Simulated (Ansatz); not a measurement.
**Fields on a plane of GeTe (alpha-GeTe type, space group R3m)**

```
CELL_PARAMETERS angstrom
      2.11331     1.22012     3.63992
     -2.11331     1.22012     3.63992
      0.00000    -2.44024     3.63992
ATOMIC_POSITIONS crystal
  Ge 0.23423 0.23423 0.23423
  Te 0.76577 0.76577 0.76577
```

The slice is a (-1 1 0 4) plane (indices of the conventional cell) through the point (0.766, 0.766, 0.766) (fractional), spanned by u = [1 0 -1] and v = [1 -1 1] in vectors of this cell: u (4.23 Å) and v (6.09 Å, at 90° to u). It covers one period; positions are fractions (u, v).

Atoms on it: Te at (0.00, 0.00). Other atoms lie within 1 Å of the plane.

Computed with PBE (plane waves to 420 eV, PAW, scalar-relativistic; Ansatz, a program for electronic structure). k mesh 10×10×10. Near the nuclei the fields are pseudised (PAW); where an atom keeps semicore shells as valence, they peak there. GeTe was relaxed with its symmetry unable to fall. Spin-orbit coupling is left out, though Te is heavy.

```
|xxxx2266889977331111337799886622xx|
|1122557788996622111122669988775522|
|6666778899885522000022558899887766|
|8888889999663311000011336699998888|
|9999887755331100000000113355778899|
|6666553322110000000000001122335566|
|4444332211000000000000000011223344|
|6666554422000000000000000022445566|
|7777777744220000000000002244777777|
|6677777766331100000000113366777777|
|2244667766552200000000225566776644|
|xxxx4466665522110000112255666644xx|
|xxxx3366665522110000112255666633xx|
|xxxx4466664422000000002244666644xx|
|3344555555331100000000113355555544|
|6666555544221100000000112244555566|
|7777665533110000000000001133556677|
|9988775533110000000000001133557788|
|9999998866331100000000113366889999|
|8888889988663300000000336688998888|
|5566777788884411000011448888777766|
|1122557788886622000022668888775522|
|xxxx2266779977331111337799776622xx|
|xxxxxx557799773311113377997755xxxx|
```
Scale: ten equal steps from 0.02 (start of '0') to 0.67 (end of '9'), in the order '0123456789'. Values: electron localisation function (ELF). The map has 17 points along u (two characters each, u = 0 at the left) and 24 along v (v = 0 in the bottom row). Points within 0.5 Å of a nucleus are blanked (x), as the pseudised field means little there.

```
|@@%%##++==--::::....::::--==++##%%|
|%%##**++==--::........::--==++**##|
|**++++==--::::........::::--==++++|
|======----::....    ....::----====|
|------::::....        ....::::----|
|::::::::....            ....::::::|
|::::::....                ....::::|
|----::::....            ....::::--|
|==----::::....        ....::::----|
|++++==--::::....    ....::::--==++|
|##**++==--::............::--==++**|
|@@%%**==--::::........::::--==**%%|
|@@@@**++--::::........::::--++**@@|
|%%##**==--::............::--==**##|
|**++++==--::....    ....::--==++++|
|======--::....        ....::--====|
|------::::..            ..::::----|
|------::::..            ..::::----|
|====----::....        ....::----==|
|======----::..        ..::----====|
|**++++==--::::..    ..::::--==++++|
|%%##**++==--::........::--==++**##|
|@@%%##++==--::........::--==++##%%|
|@@@@%%**==--::::....::::--==**%%@@|
```
Scale: ten equal steps from -1.65 (start of ' ') to 1.36 (end of '@'), in the order ' .:-=+*#%@'. Values: log₁₀ of the valence density in e/Å³. The map has 17 points along u (two characters each, u = 0 at the left) and 24 along v (v = 0 in the bottom row). The scale is logarithmic, as a density can span decades between atoms and voids.
